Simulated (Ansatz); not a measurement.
Piezoelectric tensor of BeTe

The calculation used DFT PBE, scalar-relativistic, plane waves, PAW in Ansatz 0.2.0. Settings: 420 eV plane-wave cutoff, Γ-centred 8×8×8 mesh, fixed occupations. No spin polarisation.

Equilibrium structure at this level:
```
Be Te
1.0
     0.00000    2.83180    2.83180
     2.83180    0.00000    2.83180
     2.83180    2.83180    0.00000
Be Te
1 1
Direct
  0.50000 0.50000 0.50000
  0.75000 0.75000 0.75000
```

The cell has the zinc blende type, in a space group that the Crystallography Open Database lists for this formula; it was reached from a generator's guess. Spin–orbit coupling is left out, which matters for heavy elements.

Question: Give the relaxed-ion proper piezoelectric stress tensor e_iJ (C/m², Voigt columns xx yy zz yz xz xy).

Answer:
```
x    0.000  0.000  0.000 -0.231  0.000  0.000
y    0.000  0.000  0.000  0.000 -0.231  0.000
z    0.000  0.000  0.000  0.000  0.000 -0.231
```
Signs follow the orientation of the cell as given.

Question: With the elastic constants (GPa, Voigt order)
```
96.6 36.5 36.5  0.0  0.0  0.0
36.5 96.6 36.5  0.0  0.0  0.0
36.5 36.5 96.6  0.0  0.0  0.0
 0.0  0.0  0.0 49.4  0.0  0.0
 0.0  0.0  0.0  0.0 49.4  0.0
 0.0  0.0  0.0  0.0  0.0 49.4
```
find the strain coefficients d = e·C⁻¹ (pC/N).

Answer:
```
x    0.00  0.00  0.00 -4.67  0.00  0.00
y    0.00  0.00  0.00  0.00 -4.67  0.00
z    0.00  0.00  0.00  0.00  0.00 -4.67
```
